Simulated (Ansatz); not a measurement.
## A series in volume per atom on S

Results calculated with Ansatz 0.2.0 development build, not measured. Equation of state of a cubic crystal from periodic Kohn-Sham density functional theory without spin; pressure corrected for the finite basis.

Cell of the first row (space group Fd-3m, No. 227):
```
cell vectors (Å)
   0.0000     2.8371     2.8371
   2.8371     0.0000     2.8371
   2.8371     2.8371     0.0000
atoms (fractions of the cell vectors)
S   0.00000  0.00000  0.00000
S   0.25000  0.25000  0.25000
```

Settings of every row: formula S; structure type diamond; functional PBE; spin treatment none; k mesh 11x11x11; occupation method fermi-dirac; occupation width 0.061225619 eV; wave cutoff 420 eV; datasets soft-1 PAW; density cutoff ratio 4.

Limits: a cubic model structure, not a phase known at ambient conditions; modest k-mesh, values are not fully converged in k.

| row | volume per atom (Å³) | pressure (GPa) | energy above lowest point (meV/atom) |
| --- | --- | --- | --- |
| 1 | 22.837 | 2.979 | 12.7 |
| 2 | 23.322 | 1.877 | 5.36 |
| 3 | 23.808 | 0.87 | 1.22 |
| 4 | 24.294 | ? | ? |
| 5 | 24.78 | -0.888 | 1.44 |
| 6 | 25.266 | -1.653 | 5.31 |
| 7 | 25.752 | -2.35 | 11.4 |

Question: what pressure should row 4 give?

Worked fit of pressure. Take u = (V_r/V)^(2/3) − 1 with V_r = 24.294 Å³ an atom, which is twice the finite (Eulerian) strain; such expansions in the strain, on which the Birch-Murnaghan equation of state is built, carry the rest volume and the bulk modulus. The shown rows have u = 0.04209, 0.0276, 0.01356, -0.01312, -0.02581, -0.03811. Least squares give pressure = −0.0496 + 65.858 × u + 144.45 × u² GPa; a straight line predicts inner rows, each left out in turn, worse (root mean square 0.086 against 0.001 GPa). The rows lie off it by 0.001, -0.001, 0.000, 0.001, 0.000, 0.000. The pressure vanishes at u = 0.0008, or V = 24.27 Å³ an atom, and there the bulk modulus at fixed shape and fractions is B = −V dP/dV = (2/3)(1 + u) dP/du = 44.1 GPa. The withheld row has u = 0, so the fit gives −0.0496 + 65.858 × (0) + 144.45 × (0)² = -0.050 GPa.

The calculation gave -0.05 GPa. The fit meets it to the printed digit.

The other values of row 4: energy above lowest point 0 meV/atom.
